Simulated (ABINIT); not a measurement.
Crystal: TiC.

```
CELL_PARAMETERS angstrom
0.00000 2.16572 2.16572
2.16572 0.00000 2.16572
2.16572 2.16572 0.00000
ATOMIC_POSITIONS crystal
Ti 0.00000 0.00000 0.00000
C 0.50000 0.50000 0.50000
```

The cell is a database's computed one.

Program: ABINIT 10.8.3 (patched build). Alike in all runs: no spin polarisation; cell as given; smearing fermi-dirac 0.05 eV.

**Question.** Order these runs on this cell by their pressure, lowest first.
A. level PBE; potentials or basis JTH PAW PBE v2.0; k mesh 9 × 9 × 9; cutoff (eV) 517; fine-grid cutoff 1034.03 eV
B. level HCTH407; potentials or basis JTH PAW PBE v2.0; k mesh 11 × 11 × 11; cutoff (eV) 517; fine-grid cutoff 1034.03 eV
C. level LDA; potentials or basis PseudoDojo NC SR LDA v0.4.1 standard; k mesh 11 × 11 × 11; cutoff (eV) 1143
D. level PBEsol; potentials or basis PseudoDojo NC SR PBEsol v0.4.1 standard; k mesh 11 × 11 × 11; cutoff (eV) 1143
E. level rPW86PBE; potentials or basis JTH PAW PBE v2.0; k mesh 11 × 11 × 11; cutoff (eV) 517; fine-grid cutoff 1034.03 eV

**Answer.** C (-12.3 GPa), D (-6.5 GPa), B (-3.2 GPa), A (0.7 GPa), E (7.8 GPa).

Caveats: the PAW data sets were made with another functional, which shifts forces and pressure a little (some runs).
